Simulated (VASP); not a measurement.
Write the native input for VASP 6.6.1 that does the following.

* Task: relaxation of cell and atoms
* Functional: PBEsol
* Potentials or basis: VASP PAW PBE potentials, release 64 (In_d, Pd)
* Cutoff: 600 eV
* k mesh: 12 × 12 × 12
* Occupations: methfessel-paxton, width 0.1 eV
* Spin: no spin polarisation
* Further INCAR settings: ALGO = Normal; EDIFF = 1e-07; IBRION = 2; EDIFFG = -0.005; NSW = 90; ISIF = 3

The structure of InPd lies in POSCAR:

```
InPd                                    
1.0
    3.2490299712      0.0000000000      0.0000000000
   -0.0000000000      3.2490299712      0.0000000000
   -0.0000000000     -0.0000000000      3.2490299712
  In              Pd            
     1     1
Direct
     0.0000000000000000    0.0000000000000000    0.0000000000000000
     0.5000000000000000    0.5000000000000000    0.5000000000000000
```

The cell comes from a database or a generator and needn't be the stable form of this composition.

One way to write it, as run:

INCAR

```
SYSTEM = InPd
PREC = Accurate ; ENCUT = 600
EDIFF = 1E-7 ; ISMEAR = 1
SIGMA = 0.1 ; LREAL = .False.
LASPH = .True. ; NELM = 80
ALGO = Normal ; ISIF = 3
LWAVE = .False. ; LCHARG = .False.
GGA = PS ; IBRION = 2
NSW = 90 ; EDIFFG = -0.005
```

KPOINTS

```
regular mesh
0
Gamma
  12 12 12
  0 0 0
```

Potentials or basis: VASP PAW PBE potentials, release 64 (In_d, Pd).

Command:

```console
$ cat potpaw_PBE.64/In_d/POTCAR potpaw_PBE.64/Pd/POTCAR > POTCAR
$ mpirun -np 1 vasp_std > vasp.out
```

Results of the run:

The relaxed volume is 17.14 Å³/atom and the relaxed cell is a = 3.248 Å, b = 3.248 Å, c = 3.248 Å, α = 90.00°, β = 90.00°, γ = 90.00°. The space group after relaxing (to 0.05 Å) is Pm-3m (No. 221) and the energy gained by relaxing is 0.0 meV/atom. The ionic steps are 3 and the pressure after relaxing is 0.0 GPa. The band gap on the k mesh is none (metal or under the smearing width).

Caveat: the PAW data sets were made with another functional, which shifts forces and pressure a little.

Wall time 110 s on 1 thread of Intel(R) Xeon(R) Platinum 8175M CPU @ 2.50GHz (Skylake/Cascade Lake) (shared host), peak memory 0.2 GiB.
